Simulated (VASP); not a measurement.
Runs of VASP 6.6.1 on Si. The structure is cubic, space group Fd-3m (No. 227). The conventional cell has a = 5.444 Å, b = 5.444 Å, c = 5.444 Å, α = 90.00°, β = 90.00°, γ = 90.00°. Si (site symmetry -43m) is surrounded by 4 Si at 2.36 Å. 

| task | level | cell | k mesh | cutoff (eV) | smearing | gap on the mesh (eV) | pressure (GPa) |
| --- | --- | --- | --- | --- | --- | --- | --- |
| single point | BLYP+D4 | as given | 6 × 6 × 6 | 520 | gaussian 0.01 eV | (a) | -0.8 |
| single point | PBE | as given | 5 × 5 × 5 | 520 | fermi-dirac 0.03 eV | 0.59 | 1.5 |
| single point | r2SCAN | as given | 8 × 8 × 8 | 520 | fermi-dirac 0.15 eV | 0.83 | -0.2 |
| relaxation of cell and atoms | r2SCAN | relaxed | 8 × 8 × 8 | 600 | fermi-dirac 0.15 eV | (b) | 0.0 |

Alike in all rows: potentials or basis VASP PAW PBE potentials, release 64 (Si); no spin polarisation.

Problem. Fill in the values left out.

Solution. (a) 0.95; (b) 0.82.

Caveats: the PAW data sets were made with another functional, which shifts forces and pressure a little (some runs); an odd mesh through Γ misses points on the zone boundary, where band edges often lie (some runs).
